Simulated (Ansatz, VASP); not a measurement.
**Ag, level by level in two programs**

```
Ag
1.0
    -1.67744    1.67744    1.67744
     1.67744   -1.67744    1.67744
     1.67744    1.67744   -1.67744
Ag
1
Cartesian
  0.0000 0.0000 0.0000
```

This isn't the form of Ag at room conditions, which is fcc.

Single points on this cell with VASP 6.6.1 and Ansatz 0.2.0. Each row is one pair of runs. Alike in all rows: spin: off; k mesh: 11 × 11 × 11; smearing: fermi-dirac, width 0.05 eV.

```csv
level,"VASP's potentials, cutoff","Ansatz's potentials, cutoff","gap on the k mesh at the Fermi level (eV), VASP","gap on the k mesh at the Fermi level (eV), Ansatz","pressure (GPa), VASP","pressure (GPa), Ansatz"
LDA,"VASP PAW LDA potentials, release 64 (Ag), 520 eV","Ansatz PAW, 420 eV",none,none,-13.6,-13.7
PBEsol,"VASP PAW PBE potentials, release 64 (Ag), 520 eV","Ansatz PAW, 420 eV",?,none,?,-9.8
r2SCAN,"VASP PAW PBE potentials, release 64 (Ag), 520 eV","Ansatz PAW, 500 eV",none,none,-6.5,-6.5
```

Task: Fill in what VASP gave in row 2.

Result: gap on the k mesh at the Fermi level (eV): none; pressure (GPa): -9.9.

A gap of «none» marks a metal or a gap that the smearing closes.

Caveats: the PAW data sets were made with another functional, which shifts forces and pressure a little (VASP); the PAW data sets come from PBE, with cores solved anew for the run's functional, which leaves a small shift of forces and pressure (Ansatz).
